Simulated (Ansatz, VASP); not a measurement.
**AlN (AlN (P6_3mc)) in two plane-wave programs**

One calculation is typed for both programs; each brings its own data sets. How far apart do they land? The cell is taken from a series of runs on this material, whose earlier steps may have relaxed, scaled, displaced or heated it; both programs get it as it stands.

Main program and level: Ansatz 0.2.0; plane waves, with VASP 6.6.1 beside it; single point at PBEsol.

## 1. Set-up

It takes space group P6_3mc (No. 186, hexagonal). The conventional cell has a = 3.114 Å, b = 3.114 Å, c = 4.984 Å, α = 90.00°, β = 90.00°, γ = 120.00°. Nearest to Al lie 4 N at 1.89 to 1.90 Å. Nearest to N lie 4 Al at 1.89 to 1.90 Å. Farther neighbours and most contacts between anions are not listed.

As a file:

```xyz
32
Lattice="-4.6704 2.6965 4.9837 4.6704 -2.6965 4.9837 3.1136 5.3929 -9.9674" Properties=species:S:1:pos:R:3 pbc="T T T"
Al   -1.5570    0.8990    2.4871
Al    1.5566    0.8990    2.4871
Al   -3.1139    3.5954    2.4871
Al   -1.5570    0.8990    7.4707
Al    0.0002    1.7975   -0.0048
Al    1.5570   -0.8990    4.9789
Al   -3.1134    1.7975    4.9789
Al    0.0002    1.7975    4.9789
Al   -0.0002    3.5954   -2.4966
Al    3.1134    3.5954   -2.4966
Al   -1.5570    6.2919   -2.4966
Al   -0.0002    3.5954    2.4871
Al    1.5570    4.4940   -4.9885
Al    3.1139    1.7975   -0.0048
Al   -1.5566    4.4940   -0.0048
Al    1.5570    4.4940   -0.0048
N     1.5574    0.8985   -0.5933
N     3.1142   -1.7980    4.3904
N    -1.5562    0.8985    4.3904
N     1.5574    0.8985    4.3904
N     1.5562   -0.8985    1.8986
N     4.6698   -0.8985    1.8986
N    -0.0006    1.7980    1.8986
N     1.5562   -0.8985    6.8823
N     3.1142    3.5949   -5.5769
N     4.6710    0.8985   -0.5933
N     0.0006    3.5949   -0.5933
N     3.1142    3.5949   -0.5933
N     3.1130    1.7980   -3.0851
N     6.2266    1.7980   -3.0851
N     1.5562    4.4945   -3.0851
N     3.1130    1.7980    1.8986
```

## 2. Ansatz: single point, PBEsol

Ansatz runs on norm-conserving files, of PseudoDojo where its log says so.

A single point gives forces, pressure and levels at one fixed geometry, so differences don't come from the geometry; what else differs is listed under the comparison.

The input, input.yaml:

```yaml
crystal:
  lattice:
    - [-4.670411001593, 2.696462987241, 4.98367666]
    - [4.670411001593, -2.696462987241, 4.98367666]
    - [3.113607263185, 5.392926098161, -9.96735332]
  atoms:
    - { symbol: Al, position: [0.4162135680924, 0.08282765157941, 1.048040022228e-17] }
    - { symbol: Al, position: [0.4162135680924, 0.5828276515794, 0.25] }
    - { symbol: Al, position: [0.9162135680924, 0.08282765157941, 0.25] }
    - { symbol: Al, position: [0.9162135680924, 0.5828276515794, 3.939196896033e-18] }
    - { symbol: Al, position: [0.3328276515794, 0.1662135680924, 0.25] }
    - { symbol: Al, position: [0.3328276515794, 0.6662135680924, 2.108758636697e-17] }
    - { symbol: Al, position: [0.8328276515794, 0.1662135680924, 2.108758636697e-17] }
    - { symbol: Al, position: [0.8328276515794, 0.6662135680924, 0.25] }
    - { symbol: "N", position: [0.1070811460076, 0.2738776343206, 0.25] }
    - { symbol: "N", position: [0.1070811460076, 0.7738776343206, 5.472757241573e-18] }
    - { symbol: "N", position: [0.6070811460076, 0.2738776343206, -8.405030566241e-18] }
    - { symbol: "N", position: [0.6070811460076, 0.7738776343206, 0.25] }
    - { symbol: "N", position: [0.02387763432061, 0.3570811460076, -1.901221671093e-17] }
    - { symbol: "N", position: [0.02387763432061, 0.8570811460076, 0.25] }
    - { symbol: "N", position: [0.5238776343206, 0.3570811460076, 0.25] }
    - { symbol: "N", position: [0.5238776343206, 0.8570811460076, -2.555342003718e-17] }
    - { symbol: Al, position: [0.4162135680924, 0.08282765157941, 0.5] }
    - { symbol: Al, position: [0.4162135680924, 0.5828276515794, 0.75] }
    - { symbol: Al, position: [0.9162135680924, 0.08282765157941, 0.75] }
    - { symbol: Al, position: [0.9162135680924, 0.5828276515794, 0.5] }
    - { symbol: Al, position: [0.3328276515794, 0.1662135680924, 0.75] }
    - { symbol: Al, position: [0.3328276515794, 0.6662135680924, 0.5] }
    - { symbol: Al, position: [0.8328276515794, 0.1662135680924, 0.5] }
    - { symbol: Al, position: [0.8328276515794, 0.6662135680924, 0.75] }
    - { symbol: "N", position: [0.1070811460076, 0.2738776343206, 0.75] }
    - { symbol: "N", position: [0.1070811460076, 0.7738776343206, 0.5] }
    - { symbol: "N", position: [0.6070811460076, 0.2738776343206, 0.5] }
    - { symbol: "N", position: [0.6070811460076, 0.7738776343206, 0.75] }
    - { symbol: "N", position: [0.02387763432061, 0.3570811460076, 0.5] }
    - { symbol: "N", position: [0.02387763432061, 0.8570811460076, 0.75] }
    - { symbol: "N", position: [0.5238776343206, 0.3570811460076, 0.75] }
    - { symbol: "N", position: [0.5238776343206, 0.8570811460076, 0.5] }
basis:
  ecutwfc: 1200.0
  ecutrho_ratio: 4
  xc_grid: 2
  fft_grid_basis: typed
  precision: f64
kpoints:
  mp_grid: { grid: [2, 2, 1], shift: [0.25, 0.25, 0.25] }
  band_path: { path: [VBM, CBM], npoints: 1 }
hamiltonian:
  xc: pbesol
  pseudopotentials: { kind: nc }
scf:
  max_iter: 100
  self_checks: high
  occupations: { method: fixed }
output:
  forces: true
checkpoint:
  write: "../host.fnc.run"
  compress: false
  write_wavefunctions: true
  write_every: 100000
```

Command:

```
> ansatz run input.yaml --threads 8 --pin off --max-ram 18841MiB --backend cpu --events-out ev --progress --plain --runs-dir out
```

Numbers of over 12 decimals in the logs are rounded to 6 here.

Output:

```text
Engine: ansatz 0.2.0, aarch64-unknown-linux-gnu
Pseudopotentials: kind: nc
Pseudopotential: Al, nc, valence charge 3, recommended cutoff 544.227725 eV (normal), Al.nc.azcp (PseudoDojo's, or run here from an input of PseudoDojo's: the run reads no file of this project's for it)
Pseudopotential: N, nc, valence charge 5, recommended cutoff 1142.878222 eV (normal), N.nc.azcp (PseudoDojo's, or run here from an input of PseudoDojo's: the run reads no file of this project's for it)
Functional definition: PBEsol
  exchange = pbesol_x
  correlation = pbesol_c
Crystal: 32 atoms, lattice volume = 334.733 Å³
Basis set: ecut = 1200 eV, 31573 PW (Γ), exchange–correlation on 180×180×270 points (8 copies of the dense FFT grid, shifted against one another)
Bands: 96, of which v1, the nominal top of the filled ones, is band 64 counted from 1 (63 counted from 0)
Symmetry: 32 space group operations
Space group: Cmc21 (ITA 36), of the structure as read, at distance tolerance 6.9e-5 Å
k-points: 3 of 4
Non-local potential: Al, projectors of the file, l = 0: 2, l = 1: 2, l = 2: 2
Non-local potential: N, projectors of the file, l = 0: 2, l = 1: 2
Initial density: superposition of atomic densities (chi_scale 0.1, normalization cell, long waves kept (reshape's long-wave potential 0.00 eV rms))
Initial wavefunctions: pseudopotential atomic-orbital guess
Functional: x = pbesol(κ = 0.804, μ = 0.123457), c = pbesol(β = 0.046)
SCF iter   1: F=—  HF=-5580.518665 eV  |F-HF|=—  |Δ(HF+E_count)|=         —  Δρ=1.39e-1  dr2=7.64e1  ethr=3.10e-3  ⟨swp⟩=5.3  Hψ=1141  notcnv=0  defer=82
preconditioner: auto → Resta (q_TF=auto, 2.324 Å⁻¹)  ε∞=3.6  [insulator: Δε(μ)=6.426 eV  Ē_g=14.236 eV  n_scr=72 (ndim 8)  ℏωp=23.0 eV  f_vac=0.000  ε∞_Penn≈3.6]
SCF iter   2: F=—  HF=-5558.379138 eV  |F-HF|=—  |Δ(HF+E_count)|=    2.21e1  Δρ=4.16e-2  dr2=3.55e0  ethr=3.10e-3  ⟨swp⟩=4.7  Hψ=757  notcnv=0  defer=83
SCF iter   3: F=—  HF=-5557.831133 eV  |F-HF|=—  |Δ(HF+E_count)|=   5.48e-1  Δρ=2.15e-2  dr2=9.35e-1  ethr=2.77e-3  ⟨swp⟩=1.0  Hψ=255  notcnv=0  defer=75
SCF iter   4: F=—  HF=-5557.712083 eV  |F-HF|=—  |Δ(HF+E_count)|=   1.19e-1  Δρ=1.40e-3  dr2=3.90e-3  ethr=7.31e-4  ⟨swp⟩=2.0  Hψ=221  notcnv=0  defer=90
SCF iter   5: F=—  HF=-5557.719090 eV  |F-HF|=—  |Δ(HF+E_count)|=   7.01e-3  Δρ=5.39e-4  dr2=1.03e-3  ethr=3.05e-6  ⟨swp⟩=2.0  Hψ=413  notcnv=0  defer=90
SCF iter   6: F=—  HF=-5557.718846 eV  |F-HF|=—  |Δ(HF+E_count)|=   2.44e-4  Δρ=8.34e-5  dr2=2.32e-5  ethr=8.07e-7  ⟨swp⟩=2.0  Hψ=402  notcnv=0  defer=84
SCF iter   7: F=—  HF=-5557.718840 eV  |F-HF|=—  |Δ(HF+E_count)|=   5.51e-6  Δρ=1.83e-5  dr2=1.20e-6  ethr=1.81e-8  ⟨swp⟩=2.0  Hψ=455  notcnv=0  defer=75
SCF iter   8: F=-5557.718840 eV  HF=-5557.718840 eV  |F-HF|=3.46e-8  |Δ(HF+E_count)|=   3.21e-7  Δρ=3.72e-6  dr2=5.12e-8  ethr=7.81e-11  ⟨swp⟩=17.7  Hψ=2224  notcnv=0
SCF 1 converged in 8 iterations: F = -5557.718840 eV  dr2 = 5.12e-8
NSCF: frozen V_eff on 52 k-points
NSCF: frozen V_eff on 52 k-points
[...]
SCF converged after 8 iterations
Free energy (F): -5557.718840 eV
Harris-Foulkes:  -5557.718840 eV  (|F-HF|=3.46e-8)
Internal energy: -5557.718840 eV  (E = F + TS)
E sigma→0 (E₀):  -5557.718840 eV
Fermi energy:    6.803649 eV
--- Per-component energies (eV) ---
  E_band       = 226.071564
  E_kinetic    = 3547.266278
  E_local      = -3480.265097  (includes V_loc(G=0)·N_el)
  E_nonlocal   = -283.562501
  E_hartree    = 1221.508756
  E_xc         = -1830.767088
  E_vxc        = -2000.398255  (∫ρ·V_xc dr)
  E_ewald      = -4731.899188
  E_smearing   = -0.000000  (= −TS)
  E_closure    = -0.000000  (closes the sum)
  Σ components = -5557.718840   (vs F -5557.718840, Δ=0.00e0)
--- Forces (eV/Å), atoms counted from 1 ---
  atom   1  Al     0.01112190    -0.00642123     0.00421677
  atom   2  Al     0.01112190    -0.00642123     0.00421677
  atom   3  Al     0.01112190    -0.00642123     0.00421677
  atom   4  Al     0.01112190    -0.00642123     0.00421677
  atom   5  Al    -0.01112190     0.00642123     0.00421677
  atom   6  Al    -0.01112190     0.00642123     0.00421677
  atom   7  Al    -0.01112190     0.00642123     0.00421677
  atom   8  Al    -0.01112190     0.00642123     0.00421677
  atom   9  N      0.01256873    -0.00725656    -0.00421510
  atom  10  N      0.01256873    -0.00725656    -0.00421510
  atom  11  N      0.01256873    -0.00725656    -0.00421510
  atom  12  N      0.01256873    -0.00725656    -0.00421510
  atom  13  N     -0.01256873     0.00725656    -0.00421510
  atom  14  N     -0.01256873     0.00725656    -0.00421510
  atom  15  N     -0.01256873     0.00725656    -0.00421510
  atom  16  N     -0.01256873     0.00725656    -0.00421510
  atom  17  Al     0.01112190    -0.00642123     0.00421677
  atom  18  Al     0.01112190    -0.00642123     0.00421677
  atom  19  Al     0.01112190    -0.00642123     0.00421677
  atom  20  Al     0.01112190    -0.00642123     0.00421677
  atom  21  Al    -0.01112190     0.00642123     0.00421677
  atom  22  Al    -0.01112190     0.00642123     0.00421677
  atom  23  Al    -0.01112190     0.00642123     0.00421677
  atom  24  Al    -0.01112190     0.00642123     0.00421677
  atom  25  N      0.01256873    -0.00725656    -0.00421510
  atom  26  N      0.01256873    -0.00725656    -0.00421510
  atom  27  N      0.01256873    -0.00725656    -0.00421510
  atom  28  N      0.01256873    -0.00725656    -0.00421510
  atom  29  N     -0.01256873     0.00725656    -0.00421510
  atom  30  N     -0.01256873     0.00725656    -0.00421510
  atom  31  N     -0.01256873     0.00725656    -0.00421510
  atom  32  N     -0.01256873     0.00725656    -0.00421510
  max |Σ_I F_I| component: 2.68e-5 eV/Å
--- Band table (eV) ---
  k-point 0: bands = [... 60 lower, 6.3998, 6.3998, 6.6850, 6.6850, 12.2672, 12.2672, 13.0284, 13.0284, ... 28 higher]
  k-point 1: bands = [... 60 lower, 6.3425, 6.4802, 6.7313, 6.8036, 12.1462, 12.2469, 12.4634, 12.4634, ... 28 higher]
  k-point 2: bands = [... 60 lower, 6.3008, 6.3008, 6.3008, 6.3008, 13.2715, 13.2715, 13.4255, 13.4255, ... 28 higher]
```

## 3. VASP: single point, PBEsol

The same cell, functional and mesh now go to VASP, with its own data sets.

Lines of VASP's logs that name or quote its potential files are left out, and so is its time.

The input, INCAR:

```
SYSTEM = AlN
PREC = Accurate
ENCUT = 520
EDIFF = 1E-06
NELM = 120
ISMEAR = 0
SIGMA = 0.01
LREAL = Auto
ALGO = Normal
GGA = PS
NBANDS = 96
LORBIT = 11
LWAVE = .FALSE.
LCHARG = .FALSE.
ISIF = 2
ISYM = 2
LASPH = .TRUE.
GGA_COMPAT = .FALSE.
EFERMI = MIDGAP
KPAR = 2
NCORE = 2
```

The input, POSCAR:

```
AlN
1.0
   -4.6704110016      2.6964629872      4.9836766600
    4.6704110016     -2.6964629872      4.9836766600
    3.1136072632      5.3929260982     -9.9673533200
Al N
16 16
Direct
    0.4162135681      0.0828276516      0.0000000000
    0.4162135681      0.5828276516      0.2500000000
    0.9162135681      0.0828276516      0.2500000000
    0.9162135681      0.5828276516      0.0000000000
    0.3328276516      0.1662135681      0.2500000000
    0.3328276516      0.6662135681      0.0000000000
    0.8328276516      0.1662135681      0.0000000000
    0.8328276516      0.6662135681      0.2500000000
    0.4162135681      0.0828276516      0.5000000000
    0.4162135681      0.5828276516      0.7500000000
    0.9162135681      0.0828276516      0.7500000000
    0.9162135681      0.5828276516      0.5000000000
    0.3328276516      0.1662135681      0.7500000000
    0.3328276516      0.6662135681      0.5000000000
    0.8328276516      0.1662135681      0.5000000000
    0.8328276516      0.6662135681      0.7500000000
    0.1070811460      0.2738776343      0.2500000000
    0.1070811460      0.7738776343      0.0000000000
    0.6070811460      0.2738776343      0.0000000000
    0.6070811460      0.7738776343      0.2500000000
    0.0238776343      0.3570811460      0.0000000000
    0.0238776343      0.8570811460      0.2500000000
    0.5238776343      0.3570811460      0.2500000000
    0.5238776343      0.8570811460      0.0000000000
    0.1070811460      0.2738776343      0.7500000000
    0.1070811460      0.7738776343      0.5000000000
    0.6070811460      0.2738776343      0.5000000000
    0.6070811460      0.7738776343      0.7500000000
    0.0238776343      0.3570811460      0.5000000000
    0.0238776343      0.8570811460      0.7500000000
    0.5238776343      0.3570811460      0.7500000000
    0.5238776343      0.8570811460      0.5000000000
```

The input, KPOINTS:

```
Points of the shifted mesh
4
Reciprocal
 0.1250000000  0.1250000000  0.2500000000 1
 0.1250000000  0.6250000000  0.2500000000 1
 0.6250000000  0.1250000000  0.2500000000 1
 0.6250000000  0.6250000000  0.2500000000 1
```

The projector-augmented-wave data sets are Al and N (PBE family, release 64).

Command:

```
> mpirun -np 16 vasp_std
```

Output:

```text
[banner, memory and clock lines left out]
running   16 mpi-ranks, on    1 nodes
[...]
|                                                                             |
|               ----> ADVICE to this user running VASP <----                  |
|                                                                             |
|     You enforced a specific xc type in the INCAR file but a different       |
|     [... a line on the potential file left out ...]
|     I HOPE YOU KNOW WHAT YOU ARE DOING!                                     |
|                                                                             |

 LDA part: xc-table for (Slater+PW92), standard interpolation
 POSCAR, INCAR and KPOINTS ok, starting setup
[...]
entering main loop
       N       E                     dE             d eps       ncg     rms          rms(c)
DAV:   1     0.480884909634E+03    0.48088E+03   -0.58793E+04   768   0.121E+03
DAV:   2    -0.234222234492E+03   -0.71511E+03   -0.67541E+03   944   0.249E+02
DAV:   3    -0.285444411927E+03   -0.51222E+02   -0.50813E+02   976   0.685E+01
DAV:   4    -0.286084659408E+03   -0.64025E+00   -0.63863E+00   936   0.844E+00
[...]
DAV:  12    -0.250587871357E+03   -0.62740E-06   -0.27986E-05   856   0.191E-02    0.178E-02
DAV:  13    -0.250587866778E+03    0.45791E-05   -0.30311E-05   952   0.150E-02    0.893E-03
DAV:  14    -0.250587867081E+03   -0.30314E-06   -0.93462E-07   496   0.334E-03
   1 F= -.25058787E+03 E0= -.25058787E+03  d E =0.000000E+00
```

Parts of OUTCAR (step 3):

```text
  Total       -0.4622052      0.2822595      0.2305053      0.6447253      0.0000000     -0.0000000
  in kB       -2.2123165      1.3510174      1.1032992      3.0859375      0.0000000     -0.0000000
  external PRESSURE =       0.0806667 kB  Pullay stress =       0.0000000 kB

 POSITION                                       TOTAL-FORCE (eV/Angst)
 -----------------------------------------------------------------------------------
     -1.55705      0.89896      2.48706         0.011719     -0.006766      0.002180
      1.55656      0.89896      2.48706         0.011719     -0.006766      0.002180
     -3.11385      3.59543      2.48706         0.011719     -0.006766      0.002180
     -1.55705      0.89896      7.47074         0.011719     -0.006766      0.002180
      0.00025      1.79750     -0.00478        -0.011719      0.006766      0.002180
      1.55705     -0.89896      4.97890        -0.011719      0.006766      0.002180
     -3.11336      1.79750      4.97890        -0.011719      0.006766      0.002180
      0.00025      1.79750      4.97890        -0.011719      0.006766      0.002180
     -0.00025      3.59543     -2.49662         0.011719     -0.006766      0.002180
      3.11336      3.59543     -2.49662         0.011719     -0.006766      0.002180
     -1.55705      6.29189     -2.49662         0.011719     -0.006766      0.002180
     -0.00025      3.59543      2.48706         0.011719     -0.006766      0.002180
      1.55705      4.49396     -4.98845        -0.011719      0.006766      0.002180
      3.11385      1.79750     -0.00478        -0.011719      0.006766      0.002180
[...]
-----------------------------------------------------------------------------------
    total drift:                                0.000004      0.000006     -0.004921

  FREE ENERGIE OF THE ION-ELECTRON SYSTEM (eV)
  ---------------------------------------------------
  free  energy   TOTEN  =      -250.5878670812 eV

  energy  without entropy=     -250.5878670812  energy(sigma->0) =     -250.58786708

[... 3 further parts left out ...]
[key lines of the parts left out:]
E-fermi :   8.5012
```

The run ends at a pressure of 0.01 GPa, with forces up to 0.015 eV/Å.

## 4. Differences

Known differences besides the potentials themselves: fixed occupations in Ansatz, narrow Gaussian smearing in VASP; the cutoff is 1200 eV in Ansatz and 520 eV in VASP (PREC = Accurate, projectors in real space). Total energies have different zeros and are not compared.

The two programs side by side:

| quantity | Ansatz | VASP | difference |
| --- | --- | --- | --- |
| gap on the k mesh (eV) | 5.343 | 5.355 | -0.013 |

At this near-relaxed geometry the largest component of a force difference is 2 meV/Å. A gap on the mesh is an upper bound, since the band edges may lie between its points.

## 5. Results

* difference in gap on the k mesh (single point, PBEsol): -0.013 eV

The difference in gap on the k mesh is -0.013 eV (single point, PBEsol), within the 0.08 eV picked in this series as the mark of a large difference. Such differences can come from data sets, numerical settings and the points named under the comparisons, not from the functional's error against experiment.

[Lines on the potential files, build, host, timing and source positions are cut from VASP's logs without a mark.]

[Logs are printed without paths, hosts, clocks, repeated set-up lines and the standing remarks that a program may print on its own settings, such as how far it seeks lower states.]

[Hosts, paths, dates, database ids (printed as entryN), source tags and the programs' standing remarks are cut or masked in the printed files.]
